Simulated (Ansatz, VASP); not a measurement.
## TiN (Osbornite): VASP beside Ansatz

```
Ti N
1.0
     0.00000    2.08609    2.08609
     2.08609    0.00000    2.08609
     2.08609    2.08609    0.00000
Ti N
1 1
Direct
  0.00000 0.00000 0.00000
  0.50000 0.50000 0.50000
```

Alike in both runs: functional LDA; k mesh 13 × 13 × 13; occupations fermi-dirac, width 0.1 eV; no spin polarisation.

Ansatz relaxed the structure, and its values are those at the end. VASP's run is a single point on that final structure, the one shown.

|  | VASP | Ansatz |
| --- | --- | --- |
| version | VASP 6.6.1 | Ansatz 0.2.0 |
| potentials or method | VASP PAW LDA potentials, release 64 (Ti_sv, N) | PAW plane waves |
| plane-wave cutoff (eV) | 520 | 420 |
| valence electrons in the cell | 17 | 17 |

```tsv
	VASP	Ansatz	Ansatz less VASP
gap on the k mesh at the Fermi level (eV)	none	none	-
pressure (GPa)	1.0	0.0	-1.03
```

A gap of «none» marks a metal or a gap that the smearing closes. Ansatz warned: «pseudo_functional_mismatch».
